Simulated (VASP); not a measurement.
## TaN: equation of state with PBE

TaN:

```
Ta N
1.0
     0.00000    2.17900    2.17900
     2.17900    0.00000    2.17900
     2.17900    2.17900    0.00000
Ta N
1 1
Direct
  0.50000 0.50000 0.50000
  0.00000 0.00000 0.00000
```

```json
{
  "Program": "VASP 6.6.1",
  "Task": "equation of state",
  "Functional": "PBE",
  "Potentials or basis": "VASP PAW PBE potentials, release 64 (Ta_pv, N)",
  "Cutoff": "520 eV",
  "k mesh": "10 × 10 × 10",
  "Occupations": "fermi-dirac, width 0.05 eV",
  "Spin": "no spin polarisation",
  "Further INCAR settings": "ALGO = Normal; EDIFF = 1e-07; NBANDS = 15"
}
```

```
Equilibrium volume                      : 10.80 Å³/atom
Bulk modulus                            : 330 GPa
Pressure derivative of the bulk modulus : 4.4
```

Energy against volume, from the lowest point:
| volume (Å³/atom) | energy (meV/atom) |
| --- | --- |
| 9.725 | 132.81 |
| 9.932 | 83.27 |
| 10.139 | 46.42 |
| 10.346 | 20.99 |
| 10.553 | 5.86 |
| 10.760 | 0.00 |
| 10.967 | 2.46 |

All runs of the series together: 63 s on 1 thread of Intel(R) Xeon(R) Platinum 8488C (Sapphire Rapids), on a shared host.

Spin-orbit coupling is left out, which matters for the levels of Ta. Zero-point motion and thermal expansion aren't in these numbers.
